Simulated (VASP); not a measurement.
A run of VASP 6.6.1 is set up as follows.

INCAR

```
SYSTEM = HgTe
PREC     = Accurate       ! precision mode
ENCUT    = 520            ! plane-wave cutoff, eV
EDIFF    = 1E-7           ! SCF threshold, eV
ISMEAR   = -1             ! smearing method
SIGMA    = 0.02           ! smearing width, eV
LREAL    = .False.        ! projectors in reciprocal space
LASPH    = .True.         ! aspherical terms in the spheres
NELM     = 100            ! most SCF steps
ALGO     = Normal         ! electronic algorithm
ISIF     = 2              ! what is computed and relaxed
LWAVE    = .False.        ! write WAVECAR
LCHARG   = .False.        ! write CHGCAR
GGA      = CA             ! functional
NBANDS   = 26             ! bands
```

KPOINTS

```
Automatic mesh
0
Gamma
  6 6 4
  0 0 0
```

The input POSCAR:

```
HgTe
1.0
    4.6426044414      0.0000000000      0.0000000000
   -2.3213022207      4.0206133859      0.0000000000
    0.0000000000      0.0000000000      7.6245015795
Hg Te
2 2
Direct
    0.3333333333      0.6666666667      0.0004981606
    0.6666666667      0.3333333333      0.5004981606
    0.3333333333      0.6666666667      0.3745018394
    0.6666666667      0.3333333333      0.8745018394
```

Potentials or basis: VASP PAW LDA potentials, release 64 (Hg, Te).

Launch:

```bash
$ cat potpaw_LDA.64/Hg/POTCAR potpaw_LDA.64/Te/POTCAR > POTCAR
$ mpirun -np 1 vasp_std > vasp.out
```

Task: What does it give for the band gap on the k mesh?

Result: None (metal or under the smearing width).

Task: What does it give for the largest force?

Result: 0.009 eV/Å.

Task: Estimate the pressure.

Result: -2.4 GPa.

Forces in eV/Å, atoms in the order of the input:
```
Hg   0.000  0.000 -0.009
Hg   0.000  0.000 -0.009
Te   0.000  0.000  0.009
Te   0.000  0.000  0.009
```

The run has no spin-orbit coupling, so splittings on Hg, Te are missing.
